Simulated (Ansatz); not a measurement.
Set up this calculation in Ansatz 0.2.0, as the native input.

```yaml
Task: band structure
Functional: BLYP
Dispersion: D4
Potentials_or_basis: all-electron LAPW, scalar-relativistic
Cutoff: 259 eV (chosen from the basis error)
Basis_error_allowed: 0.0005 eV/atom
k_mesh: 12 × 12 × 12
Occupations: fermi-dirac, width 0.15 eV
Spin: collinear spin, random start
Starting_moments: "[0.54] μB"
```

The system is Zn.

```
Zn
1.0
     0.00000    1.96478    1.96478
     1.96478    0.00000    1.96478
     1.96478    1.96478    0.00000
Zn
1
Direct
  0.00000 0.00000 0.00000
```

This isn't the form of Zn at room conditions, which is hcp.

These files were run (other wordings do the same):

input.yaml

```yaml
crystal:
  lattice:
    - [0.0, 1.964776, 1.964776]
    - [1.964776, 0.0, 1.964776]
    - [1.964776, 1.964776, 0.0]
  atoms:
    - { symbol: Zn, position: [0.0, 0.0, 0.0], spin: 0.54 }
kpoints:
  mp_grid: { grid: [12, 12, 12] }
  band_path:
    path:
      - [0.0, 0.0, 0.0]
      - [0.5, 0.0, 0.5]
      - [0.5, 0.25, 0.75]
      - [0.375, 0.375, 0.75]
      - [0.0, 0.0, 0.0]
      - [0.5, 0.5, 0.5]
      - [0.625, 0.25, 0.625]
      - [0.5, 0.25, 0.75]
    npoints: 6
scf:
  occupations: { method: fermi_dirac, width: 0.15 }
hamiltonian:
  xc: blyp
  dispersion: d4
  pseudopotentials: { kind: all_electron, lapw: { basis_error: 0.0005 } }
magnetization:
  spin_polarized: true
output:
  forces: true
  stress: true
  eigenvalues: true
```

Potentials or basis: all-electron LAPW, scalar-relativistic.

Command:

```console
$ ansatz run input.yaml --threads 1 --pin off --max-ram 2560MiB --backend cpu --events-out ev --progress --plain --runs-dir out
```

It gave:

```
Pressure                : -0.2 GPa
Band gap along the path : none (metal or under the smearing width)
Net moment              : 0.00 μB per cell
Absolute moment         : 0.00 μB per cell
```

Caveat: pairwise dispersion overbinds metals, which lowers pressure and volume; the starting moments weren't kept.

It took 43 s on 1 thread of AMD EPYC 7R43 64-Core Processor (Zen 3) (shared host), peak memory 0.36 GiB.
